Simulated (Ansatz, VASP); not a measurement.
**One calculation of TaN, two programs**

The input INCAR:

```
ALGO = Normal
EDIFF = 1E-6
ENCUT = 520
GGA = PE
ISIF = 2
ISMEAR = -1
LASPH = T
LCHARG = T
LELF = T
LREAL = F
LVHAR = T
LWAVE = F
NBANDS = 24
NELM = 60
PREC = Accurate
SIGMA = 0.01
```

File KPOINTS:

```
k-points
0
Gamma
  9 9 5
```

Contents of POSCAR:

```
TaN
1.0
    3.0480019786      0.0000000000      0.0000000000
   -1.5240009893      2.6396471442      0.0000000000
    0.0000000000      0.0000000000      4.7704600000
Ta N
2 2
Direct
    0.0000000000      0.0000000000      0.0000000000
    0.0000000000      0.0000000000      0.5000000000
    0.3333333333      0.6666666667      0.2500000000
    0.6666666667      0.3333333333      0.7500000000
```

Input for Ansatz:

```yaml
crystal:
  lattice:
    - [3.0480019786, 0.0, 0.0]
    - [-1.5240009893, 2.6396471442, 0.0]
    - [0.0, 0.0, 4.77046]
  atoms:
    - { symbol: Ta, position: [0.0, 0.0, 0.0] }
    - { symbol: Ta, position: [0.0, 0.0, 0.5] }
    - { symbol: "N", position: [0.3333333333, 0.6666666667, 0.25] }
    - { symbol: "N", position: [0.6666666667, 0.3333333333, 0.75] }
kpoints:
  mp_grid: { grid: [9, 9, 5] }
  band_path:
    path:
      - [0.0, 0.0, 0.0]
      - [0.5, 0.0, 0.0]
      - [0.3333333333, 0.3333333333, 0.0]
      - [0.0, 0.0, 0.0]
      - [0.0, 0.0, 0.5]
      - [0.5, 0.0, 0.5]
      - [0.3333333333, 0.3333333333, 0.5]
      - [0.0, 0.0, 0.5]
      - [0.5, 0.0, 0.5]
    npoints: 5
scf:
  occupations: { method: fermi_dirac, width: 0.01 }
hamiltonian:
  xc: pbe
  pseudopotentials: { kind: all_electron, lapw: { basis_error: 0.0005 } }
output:
  forces: true
  stress: true
  eigenvalues: true
```

Change from the starting cell: zz strain of -3 %.

Alike in both runs: task single point; functional PBE; k mesh 9 × 9 × 5; occupations fermi-dirac, width 0.01 eV; no spin polarisation.

```csv
,VASP,Ansatz
version,VASP 6.6.1,Ansatz 0.2.0
potentials or method,"VASP PAW PBE potentials, release 64 (Ta_pv, N)","all-electron LAPW, scalar-relativistic"
plane-wave cutoff (eV),520,see its input
```

VASP gave:

| Property | Result |
| --- | --- |
| pressure (GPa) | 82.9 |
| largest component of the traceless stress (GPa) | 69.81 |

Q: What did Ansatz give for the same quantities?

A: Pressure (GPa): 80.4; largest component of the traceless stress (GPa): 68.79.

Ansatz ran all-electron here, so the differences hold the error of VASP's frozen core and of both bases.

Caveats: the cell as given lies far from equilibrium; so large a pressure means that the cell lies far from this level's equilibrium, or that cutoff or potentials fall short (VASP). Spin-orbit coupling is left out, which matters for the levels of Ta.
